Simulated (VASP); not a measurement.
# Al (Fm-3m) in VASP: settings compared

The runs below take Al through single point, with r2SCAN, LDA, PBEsol.

Program: VASP 6.6.1. These are calculated values, not measurements. Logs are shortened: lines on timing, memory, paths and dates and some standing lists are left out, and cuts for length are marked.

### 1 Starting point

Symmetry: Fm-3m, No. 225, cubic system. Conventional cell: a = 3.988 Å, b = 3.988 Å, c = 3.988 Å, α = 90.00°, β = 90.00°, γ = 90.00°. Al (site symmetry m-3m) is surrounded by 12 Al at 2.82 Å.

The cell was built by a generator and needn't be a form met in nature.

### 2 Single point, r2SCAN

File INCAR:

```
SYSTEM = Al
PREC     = Accurate       ! precision mode
ENCUT    = 320            ! plane-wave cutoff, eV
EDIFF    = 1E-6           ! SCF threshold, eV
ISMEAR   = -1             ! smearing method
SIGMA    = 0.05           ! smearing width, eV
LREAL    = .FALSE.        ! projectors in reciprocal space
LASPH    = .TRUE.         ! aspherical terms in the spheres
NELM     = 80             ! most SCF steps
ALGO     = Normal         ! electronic algorithm
ISIF     = 2              ! what is computed and relaxed
LWAVE    = .FALSE.        ! write WAVECAR
LCHARG   = .FALSE.        ! write CHGCAR
METAGGA  = R2SCAN         ! meta-GGA
LMIXTAU  = .TRUE.
```

File KPOINTS:

```
regular mesh
0
G
  6 6 6
  0 0 0
```

File POSCAR:

```
Al
1.0
    7.9760000000      0.0000000000      0.0000000000
    0.0000000000      7.9760000000      0.0000000000
    0.0000000000      0.0000000000      7.9760000000
Al
32
Direct
    0.0000000000      0.0000000000      0.0000000000
    0.0000000000      0.0000000000      0.5000000000
    0.0000000000      0.5000000000      0.0000000000
    0.0000000000      0.5000000000      0.5000000000
    0.5000000000      0.0000000000      0.0000000000
    0.5000000000      0.0000000000      0.5000000000
    0.5000000000      0.5000000000      0.0000000000
    0.5000000000      0.5000000000      0.5000000000
    0.0000000000      0.2500000000      0.2500000000
    0.0000000000      0.2500000000      0.7500000000
    0.0000000000      0.7500000000      0.2500000000
    0.0000000000      0.7500000000      0.7500000000
    0.5000000000      0.2500000000      0.2500000000
    0.5000000000      0.2500000000      0.7500000000
    0.5000000000      0.7500000000      0.2500000000
    0.5000000000      0.7500000000      0.7500000000
    0.2500000000      0.0000000000      0.2500000000
    0.2500000000      0.0000000000      0.7500000000
    0.2500000000      0.5000000000      0.2500000000
    0.2500000000      0.5000000000      0.7500000000
    0.7500000000      0.0000000000      0.2500000000
    0.7500000000      0.0000000000      0.7500000000
    0.7500000000      0.5000000000      0.2500000000
    0.7500000000      0.5000000000      0.7500000000
    0.2500000000      0.2500000000      0.0000000000
    0.2500000000      0.2500000000      0.5000000000
    0.2500000000      0.7500000000      0.0000000000
    0.2500000000      0.7500000000      0.5000000000
    0.7500000000      0.2500000000      0.0000000000
    0.7500000000      0.2500000000      0.5000000000
    0.7500000000      0.7500000000      0.0000000000
    0.7500000000      0.7500000000      0.5000000000
```

Potentials or basis: VASP PAW PBE potentials, release 64 (Al).

The run is started by

```
$ cat potpaw_PBE.64/Al/POTCAR > POTCAR
$ mpirun -np 1 vasp_std > vasp.out
```

OUTCAR:

```text
SYSTEM = Al
   PREC = Accurate
   ENCUT = 320
   EDIFF = 1E-6
   ISMEAR = -1
   LREAL = .FALSE.
   LASPH = .TRUE.
   NELM = 80
   ISIF = 2
   METAGGA = R2SCAN

 ion  position               nearest neighbor table
   1  0.000  0.000  0.000-   9 2.82  10 2.82  11 2.82  12 2.82  17 2.82  18 2.82  21 2.82  22 2.82
                            25 2.82  27 2.82  29 2.82  31 2.82
   2  0.000  0.000  0.500-   9 2.82  10 2.82  11 2.82  12 2.82  17 2.82  18 2.82  21 2.82  22 2.82
                            26 2.82  28 2.82  30 2.82  32 2.82
   3  0.000  0.500  0.000-   9 2.82  10 2.82  11 2.82  12 2.82  19 2.82  20 2.82  23 2.82  24 2.82
                            25 2.82  27 2.82  29 2.82  31 2.82
   4  0.000  0.500  0.500-   9 2.82  10 2.82  11 2.82  12 2.82  19 2.82  20 2.82  23 2.82  24 2.82
                            26 2.82  28 2.82  30 2.82  32 2.82
   5  0.500  0.000  0.000-  13 2.82  14 2.82  15 2.82  16 2.82  17 2.82  18 2.82  21 2.82  22 2.82
                            25 2.82  27 2.82  29 2.82  31 2.82
   6  0.500  0.000  0.500-  13 2.82  14 2.82  15 2.82  16 2.82  17 2.82  18 2.82  21 2.82  22 2.82
                            26 2.82  28 2.82  30 2.82  32 2.82
   7  0.500  0.500  0.000-  13 2.82  14 2.82  15 2.82  16 2.82  19 2.82  20 2.82  23 2.82  24 2.82
                            25 2.82  27 2.82  29 2.82  31 2.82
   8  0.500  0.500  0.500-  13 2.82  14 2.82  15 2.82  16 2.82  19 2.82  20 2.82  23 2.82  24 2.82
                            26 2.82  28 2.82  30 2.82  32 2.82
   9  0.000  0.250  0.250-   1 2.82   2 2.82   3 2.82   4 2.82  17 2.82  19 2.82  21 2.82  23 2.82
[... 33 lines left out ...]
  26  0.250  0.250  0.500-   2 2.82   4 2.82   6 2.82   8 2.82   9 2.82  10 2.82  13 2.82  14 2.82
                            17 2.82  18 2.82  19 2.82  20 2.82
  27  0.250  0.750  0.000-   1 2.82   3 2.82   5 2.82   7 2.82  11 2.82  12 2.82  15 2.82  16 2.82
                            17 2.82  18 2.82  19 2.82  20 2.82
  28  0.250  0.750  0.500-   2 2.82   4 2.82   6 2.82   8 2.82  11 2.82  12 2.82  15 2.82  16 2.82
                            17 2.82  18 2.82  19 2.82  20 2.82
  29  0.750  0.250  0.000-   1 2.82   3 2.82   5 2.82   7 2.82   9 2.82  10 2.82  13 2.82  14 2.82
                            21 2.82  22 2.82  23 2.82  24 2.82
  30  0.750  0.250  0.500-   2 2.82   4 2.82   6 2.82   8 2.82   9 2.82  10 2.82  13 2.82  14 2.82
                            21 2.82  22 2.82  23 2.82  24 2.82
  31  0.750  0.750  0.000-   1 2.82   3 2.82   5 2.82   7 2.82  11 2.82  12 2.82  15 2.82  16 2.82
                            21 2.82  22 2.82  23 2.82  24 2.82
  32  0.750  0.750  0.500-   2 2.82   4 2.82   6 2.82   8 2.82  11 2.82  12 2.82  15 2.82  16 2.82
                            21 2.82  22 2.82  23 2.82  24 2.82

  LATTYP: Found a simple cubic cell.
 ALAT       =     7.9760000000

  Lattice vectors:

 A1 = (   7.9760000000,   0.0000000000,   0.0000000000)
 A2 = (   0.0000000000,   7.9760000000,   0.0000000000)
 A3 = (   0.0000000000,   0.0000000000,   7.9760000000)

Analysis of symmetry for initial positions (statically):
=====================================================================
 Subroutine PRICEL returns following result:

  LATTYP: Found a face centered cubic cell.
 ALAT       =     3.9880000000

  Lattice vectors:

 A1 = (   1.9940000000,  -1.9940000000,   0.0000000000)
 A2 = (   1.9940000000,   0.0000000000,   1.9940000000)
 A3 = (   0.0000000000,  -1.9940000000,   1.9940000000)

  32 primitive cells build up your supercell.

 Routine SETGRP: Setting up the symmetry group for a
 simple cubic supercell.

 Subroutine GETGRP returns: Found 48 space group operations
 (whereof 48 operations were pure point group operations)
 out of a pool of 48 trial point group operations.

The static configuration has the point symmetry O_h .

Analysis of symmetry for dynamics (positions and initial velocities):
=====================================================================
 Subroutine PRICEL returns following result:

  LATTYP: Found a face centered cubic cell.
 ALAT       =     3.9880000000

  Lattice vectors:

 A1 = (   1.9940000000,  -1.9940000000,   0.0000000000)
 A2 = (   1.9940000000,   0.0000000000,   1.9940000000)
 A3 = (   0.0000000000,  -1.9940000000,   1.9940000000)

  32 primitive cells build up your supercell.

 Routine SETGRP: Setting up the symmetry group for a
 simple cubic supercell.

 Subroutine GETGRP returns: Found 48 space group operations
 (whereof 48 operations were pure point group operations)
 out of a pool of 48 trial point group operations.

[... 28 lines left out ...]

 KPOINTS: regular mesh

Automatic generation of k-mesh.
 Grid dimensions read from file:
 generate k-points for:    6    6    6

 Generating k-lattice:

  Cartesian coordinates                     Fractional coordinates (reciprocal lattice)
     0.020896021  0.000000000  0.000000000     0.166666667  0.000000000  0.000000000
     0.000000000  0.020896021  0.000000000     0.000000000  0.166666667  0.000000000
     0.000000000  0.000000000  0.020896021     0.000000000  0.000000000  0.166666667

  Length of vectors
     0.020896021  0.020896021  0.020896021

  Shift w.r.t. Gamma in fractional coordinates (k-lattice)
     0.000000000  0.000000000  0.000000000

 Subroutine IBZKPT returns following result:
 ===========================================

 Found     20 irreducible k-points:

 Following reciprocal coordinates:
            Coordinates               Weight
  0.000000  0.000000  0.000000      1.000000
  0.166667  0.000000  0.000000      6.000000
  0.333333  0.000000  0.000000      6.000000
  0.500000  0.000000  0.000000      3.000000
  0.166667  0.166667  0.000000     12.000000
  0.333333  0.166667  0.000000     24.000000
[... 12 lines left out ...]
  0.500000  0.500000  0.333333      6.000000
  0.500000  0.500000  0.500000      1.000000
   k-points           NKPTS =     20   k-points in BZ     NKDIM =     20   number of bands    NBANDS=     65
   number of dos      NEDOS =    301   number of ions     NIONS =     32
   total plane-waves  NPLWV = 110592
   dimension x,y,z NGX =    48 NGY =   48 NGZ =   48
   dimension x,y,z NGXF=    96 NGYF=   96 NGZF=   96
   ions per type =              32
   NGX,Y,Z   is equivalent  to a cutoff of  10.00, 10.00, 10.00 a.u.
   NGXF,Y,Z  is equivalent  to a cutoff of  20.01, 20.01, 20.01 a.u.
 SYSTEM =  Al
   PREC   = accura    normal or accurate (medium, high low for compatibility)
   ISTART =      0    job   : 0-new  1-cont  2-samecut
   ICHARG =      2    charge: 1-file 2-atom 10-const
   ISPIN  =      1    spin polarized calculation?
   LNONCOLLINEAR =      F non collinear calculations
   LSORBIT =      F    spin-orbit coupling
   LASPH  =      T    aspherical Exc in radial PAW
   ENCUT  =  320.0 eV  23.52 Ry    4.85 a.u.  11.63 11.63 11.63*2*pi/ulx,y,z
   NELM   =     80;   NELMIN=  2; NELMDL= -5     # of ELM steps
   EDIFF  = 0.1E-05   stopping-criterion for ELM
   LREAL  =      F    real-space projection
   EDIFFG = 0.1E-04   stopping-criterion for IOM
   NSW    =      0    number of steps for IOM
   IBRION =     -1    ionic relax: 0-MD 1-quasi-New 2-CG
   NFREE  =      0    steps in history (QN), initial steepest desc. (CG)
   ISIF   =      2    stress and relaxation
   ISYM   =      2    0-nonsym 1-usesym 2-fastsym
   POTIM  = 0.5000    time-step for ionic-motion
   TEBEG  =    0.0;   TEEND  =   0.0 temperature during run
   PSTRESS=    0.0 pullay stress
   NELECT =      96.0000    total number of electrons
   NUPDOWN=      -1.0000    fix difference up-down
   EMIN   =  10.00;   EMAX   =-10.00  energy-range for DOS
   EFERMI =   0.00;   METHOD = LEGACY
   ISMEAR =    -1;   SIGMA  =   0.05  broadening in eV -4-tet -1-fermi 0-gaus
   EFERMI_NEDOS =   21; number of points for ismear=-14 and -15
   IALGO  =     38    algorithm
   IMIX   =      4    mixing-type and parameters
     AMIX     =   0.40;   BMIX     =  1.00
     AMIX_MAG =   1.60;   BMIX_MAG =  1.00
  volume/ion in A,a.u.               =      15.86       107.00
  Fermi-wavevector in a.u.,A,eV,Ry     =   0.939825  1.776011 12.017619  0.883270
  Thomas-Fermi vector in A             =   2.067175
   LORBIT       =      0    0 simple, 1 ext, 2 COOP (PROOUT), +10 PAW based schemes
   METAGGA = R2SCAN    functional components
   LHFCALC =     F    Hartree Fock is set to
   AEXX    =    0.0000 exact exchange contribution
   IVDW    =     0    specifies the selected vdW correction
   LEPSILON=     F    determine dielectric tensor
   LRPA    =     F    only Hartree local field effects (RPA)
 non-spin polarized calculation
  energy-cutoff  :      320.00
  volume of cell :      507.41
 maximum number of plane-waves:      6704
 NGX is ok and might be reduce to    48
   NGX = 23   NGY = 23   NGZ = 23

 number of electron      96.0000004 magnetization

 Free energy of the ion-electron system (eV)
  ---------------------------------------------------
  ext. energy  EPLUGINS =         0.00000000
  ---------------------------------------------------
  free energy    TOTEN  =      -215.56524050 eV

  energy without entropy =     -215.45925987  energy(sigma->0) =     -215.51225019

 E-fermi :   8.4054     XC(G=0): -11.0562

 val. band max:        8.3966687699   @ k =   0.0000   0.0000   0.0000
 cond. band min:       8.4270957049   @ k =   0.5000   0.3333   0.3333
 fundamental gap:      0.0304269350
 Fermi energy:         8.4053862062

 k-point     1 :       0.0000    0.0000    0.0000
  band No.  band energies     occupation
      1      -3.6866      2.00000
      2      -1.2368      2.00000
      3      -1.2368      2.00000
      4      -1.2368      2.00000
      5      -1.2368      2.00000
      6      -1.2368      2.00000
[... 1249 lines left out ...]
     59      12.1825      0.00000
     60      12.1825      0.00000
 [bands above 60 left out]

------------------------ aborting loop because EDIFF is reached ----------------------------------------

  FORCE on cell =-STRESS in cart. coord.  units (eV):
  Direction    XX          YY          ZZ          XY          YZ          ZX
  --------------------------------------------------------------------------------------
  -------------------------------------------------------------------------------------
  Total       -0.2607097     -0.2607097     -0.2607097      0.0000000      0.0000000      0.0000000
  in kB       -0.8232134     -0.8232134     -0.8232134      0.0000000      0.0000000      0.0000000
  external PRESSURE =      -0.8232134 kB  Pullay stress =       0.0000000 kB

 VOLUME and BASIS-vectors are now :
 -----------------------------------------------------------------------------
  energy-cutoff  :      320.00
  volume of cell :      507.41
      direct lattice vectors                 reciprocal lattice vectors
     7.976000000  0.000000000  0.000000000     0.125376128  0.000000000  0.000000000
     0.000000000  7.976000000  0.000000000     0.000000000  0.125376128  0.000000000
     0.000000000  0.000000000  7.976000000     0.000000000  0.000000000  0.125376128

 POSITION                                       TOTAL-FORCE (eV/Angst)
 -----------------------------------------------------------------------------------
      0.00000      0.00000      0.00000         0.000000      0.000000      0.000000
      0.00000      0.00000      3.98800         0.000000     -0.000000     -0.000000
      0.00000      3.98800      0.00000         0.000000      0.000000     -0.000000
      0.00000      3.98800      3.98800        -0.000000     -0.000000      0.000000
      3.98800      0.00000      0.00000        -0.000000     -0.000000     -0.000000
      3.98800      0.00000      3.98800         0.000000      0.000000     -0.000000
[... 24 lines left out ...]
      5.98200      5.98200      0.00000         0.000000     -0.000000     -0.000000
      5.98200      5.98200      3.98800        -0.000000     -0.000000      0.000000
 -----------------------------------------------------------------------------------
    total drift:                               -0.000000     -0.000000     -0.000000

  FREE ENERGIE OF THE ION-ELECTRON SYSTEM (eV)
  ---------------------------------------------------
  free  energy   TOTEN  =      -215.5652405028 eV

  energy  without entropy=     -215.4592598678  energy(sigma->0) =     -215.51225019
```

Run time: 11 min. Hardware: 1 thread of Intel Xeon 6975P-C (Granite Rapids), shared host; peak memory 0.45 GiB.

Results:

| Item | Value |
| --- | --- |
| Free energy | -215.5652 eV |
| Pressure | -0.1 GPa |
| Band gap on the k mesh | none (metal or under the smearing width) |

Levels at points of the mesh, in eV from the Fermi level:
```tsv
k point	band 45	band 46	band 47	band 48	band 49	band 50	band 51	band 52
(0.00, 0.00, 0.00)	-0.97	-0.01	-0.01	-0.01	-0.01	-0.01	-0.01	1.30
(0.50, 0.00, 0.00)	-0.40	-0.40	-0.40	-0.40	-0.40	-0.40	-0.40	-0.40
(0.50, 0.50, 0.00)	-0.16	-0.16	-0.16	-0.16	0.94	0.94	0.94	0.94
(0.50, 0.50, 0.50)	-0.79	-0.79	-0.79	-0.79	-0.79	-0.79	-0.79	-0.79
```

Caveat: the PAW data sets were made with another functional, which shifts forces and pressure a little.

(Part 1 of 2 ends here.)
